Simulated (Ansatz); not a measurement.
In2O3 (R-3c) from a database structure, relaxed with r2SCAN in Ansatz. The symmetry is R-3c (No. 167, trigonal); a = 5.508 Å, c = 14.560 Å in the conventional setting, 12.75 Å³ an atom. In is surrounded by 6 O at 2.13–2.26 Å; O is surrounded by 4 In at 2.13–2.26 Å.

The axes x, y and z are those of this cell:
```
In O
1.0
     2.75390    1.58997    4.85346
    -2.75390    1.58997    4.85346
     0.00000   -3.17994    4.85346
In O
4 6
Cartesian
  0.0000 0.0000 9.3611
  0.0000 0.0000 12.4794
  0.0000 0.0000 5.1993
  0.0000 0.0000 2.0809
  -1.9371 -0.1753 6.0668
  0.8168 1.7652 6.0668
  1.1203 -1.5900 6.0668
  1.9371 0.1753 8.4936
  -1.1203 1.5900 8.4936
  -0.8168 -1.7652 8.4936
```

Unstrained: With PBE the valence top lies at k = (0, 0.193, -0.198) and the conduction bottom at Γ, 1.221 eV higher; the smallest vertical gap, at Γ, is 1.271 eV. r2SCAN gives an indirect gap of 1.798 eV, from k = (0, 0.193, -0.198) to Γ; the least direct gap is 1.836 eV at Γ. The HSE06 gap is indirect, 2.729 eV (k = (0, 0.193, -0.198) to Γ), below the direct gap of 2.740 eV at Γ. Least and direct gap differ so little that the kind isn't settled. Meshes: PBE 6×6×6, r2SCAN 6×6×6, HSE06 4×4×4. Strains are changes of length per length. After each strain the atoms were relaxed again with r2SCAN in this cell and within any symmetry left, so distortions that break it or need a larger cell weren't tested; points keep the names that they have in the unstrained zone. Spin-unpolarised throughout; all numbers are computed.

Problem. For epitaxial +1.0 % in the xy plane, how far does the free direction move, and what happens to the gap?

Solution. The normal strain at zero normal stress is -1.02 %, 1.02 of the in-plane strain with the sign turned. PBE: the gap goes from 1.221 to 1.112 eV (-0.109 eV); the edges go from (0, 0.193, -0.198) → Γ to (0.010, 0.010, 0.302) → Γ. r2SCAN: the gap goes from 1.798 to 1.685 eV (-0.113 eV); the edges go from (0, 0.193, -0.198) → Γ to (0.010, 0.010, 0.302) → Γ. HSE06: the gap goes from 2.729 to 2.617 eV (-0.112 eV); the edges go from (0, 0.193, -0.198) → Γ to (0.010, 0.010, 0.302) → Γ.

Problem. For epitaxial +2.0 % in the xy plane, how far does the free direction move, and what happens to the gap?

Solution. The normal strain at zero normal stress is -2.00 %, 1.00 of the in-plane strain with the sign turned. PBE: the gap goes from 1.221 to 0.991 eV (-0.230 eV); the edges go from (0, 0.193, -0.198) → Γ to (-0.010, -0.010, 0.281) → Γ. r2SCAN: the gap goes from 1.798 to 1.558 eV (-0.240 eV); the edges go from (0, 0.193, -0.198) → Γ to (-0.010, -0.010, 0.281) → Γ. HSE06: the gap goes from 2.729 to 2.481 eV (-0.249 eV); the edges go from (0, 0.193, -0.198) → Γ to (-0.010, -0.010, 0.281) → Γ.

Problem. Apply epitaxial -1.0 % in the xy plane, free normal strain +1.08 %. How far does the gap move, against the unstrained cell?

Solution. PBE: the gap goes from 1.221 to 1.304 eV (+0.083 eV). r2SCAN: the gap goes from 1.798 to 1.882 eV (+0.084 eV); least and direct gap lie within 0.04 eV, so its kind isn't settled. HSE06: the gap goes from 2.729 to 2.796 eV (+0.066 eV); least and direct gap lie within 0.04 eV, so its kind isn't settled. The r2SCAN energy rises by 2.7 meV an atom.

Problem. For epitaxial -2.0 % in the xy plane, how far does the free direction move, and what happens to the gap?

Solution. The normal strain at zero normal stress is +2.19 %, 1.09 of the in-plane strain with the sign turned. PBE: the gap goes from 1.221 to 1.343 eV (+0.123 eV); it turns from indirect ((0, 0.193, -0.198) → Γ) to direct (Γ). r2SCAN: the gap goes from 1.798 to 1.917 eV (+0.119 eV); least and direct gap lie within 0.04 eV, so its kind isn't settled. HSE06: the gap goes from 2.729 to 2.839 eV (+0.109 eV); least and direct gap lie within 0.04 eV, so its kind isn't settled.

Problem. Apply epitaxial -3.0 % in the xy plane, free normal strain +3.31 %. How far does the gap move, against the unstrained cell?

Solution. PBE: the gap goes from 1.221 to 1.362 eV (+0.141 eV); it turns from indirect ((0, 0.193, -0.198) → Γ) to direct (Γ). r2SCAN: the gap goes from 1.798 to 1.939 eV (+0.141 eV); least and direct gap lie within 0.04 eV, so its kind isn't settled. HSE06: the gap goes from 2.729 to 2.869 eV (+0.139 eV); least and direct gap lie within 0.04 eV, so its kind isn't settled. The r2SCAN energy rises by 24.4 meV an atom.

Problem. Apply epitaxial +3.0 % in the xy plane, free normal strain -2.96 %. How far does the gap move, against the unstrained cell?

Solution. PBE: the gap goes from 1.221 to 0.859 eV (-0.362 eV); the edges go from (0, 0.193, -0.198) → Γ to (-0.021, -0.021, 0.260) → Γ. r2SCAN: the gap goes from 1.798 to 1.419 eV (-0.378 eV); the edges go from (0, 0.193, -0.198) → Γ to (-0.021, -0.021, 0.260) → Γ. HSE06: the gap goes from 2.729 to 2.333 eV (-0.397 eV); the edges go from (0, 0.193, -0.198) → Γ to (-0.021, -0.021, 0.260) → Γ. The r2SCAN energy rises by 23.0 meV an atom.

The runs are scalar-relativistic, without spin-orbit coupling.

Where an edge lies off the special points, it is a point of the mesh or the k point where a search put PBE's edge or least direct gap, reused for the other functionals, whose own edges may lie a little apart.

Coordinates of k points refer to the reciprocal vectors of the primitive cell of the runs.

The meshes of the hybrids are coarse, so their gaps aren't converged to the digits shown.
